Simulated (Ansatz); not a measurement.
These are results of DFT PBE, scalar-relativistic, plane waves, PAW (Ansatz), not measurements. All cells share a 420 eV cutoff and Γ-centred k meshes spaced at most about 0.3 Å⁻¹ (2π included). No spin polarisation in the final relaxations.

These are static total energies at zero pressure.

Compare these two cells of SiC, each relaxed at this level.

1.

Space group Fmm2 (No. 42). a = 3.102 Å, b = 7.827 Å, c = 5.357 Å, α = 90.00°, β = 90.00°, γ = 90.00°
```
atom  site  symmetry       x       y       z
  Si    4a       mm2  0.5000  0.0000  0.1670
   C    4a       mm2  0.5000  0.0000  0.8330
```

2.

Space group R3m:H (No. 160). a = 3.098 Å, b = 3.098 Å, c = 10.911 Å, α = 90.00°, β = 90.00°, γ = 120.00°
```json
{"atom": "Si", "site": "3a", "symmetry": "3m", "x": "0.0000", "y": "0.0000", "z": "0.1653"}
{"atom": "C", "site": "3a", "symmetry": "3m", "x": "0.6667", "y": "0.3333", "z": "0.1680"}
```

Problem. Which is lower in energy, and by how much?

Solution. Cell 2 is lower, by 4 meV/atom. Cell 1 has space group Fmm2 (No. 42), 16.3 Å³/atom and a gap of 1.44 eV on its mesh; cell 2 has space group R3m (No. 160), 15.1 Å³/atom and a gap of 1.78 eV. Counting C atoms around Si (those within 1.25 times the shortest such distance or 1.15 times the sum of covalent radii), cell 1 and cell 2 both have Si 3. Even the lower one lies +0.29 eV/atom against the reference forms of the elements (uncorrected), so neither is stable at this level. Both come from invented guesses. A third cell relaxed alike, in F-43m, lies 0.49 eV/atom below the lower of the two. The part of the Crystallography Open Database at hand lists SiC in space groups No. 36, 156, 160, 186, 216; sharing a group (F-43m and R3m) doesn't make a cell the listed structure.

Weakly bound directions are ill-defined at this level, which has no dispersion term (Fmm2, R3m), and this can change margins and order among such cells. Kohn–Sham gaps at this level usually fall short of measured ones. Cells relaxed within their symmetry can be saddle points.
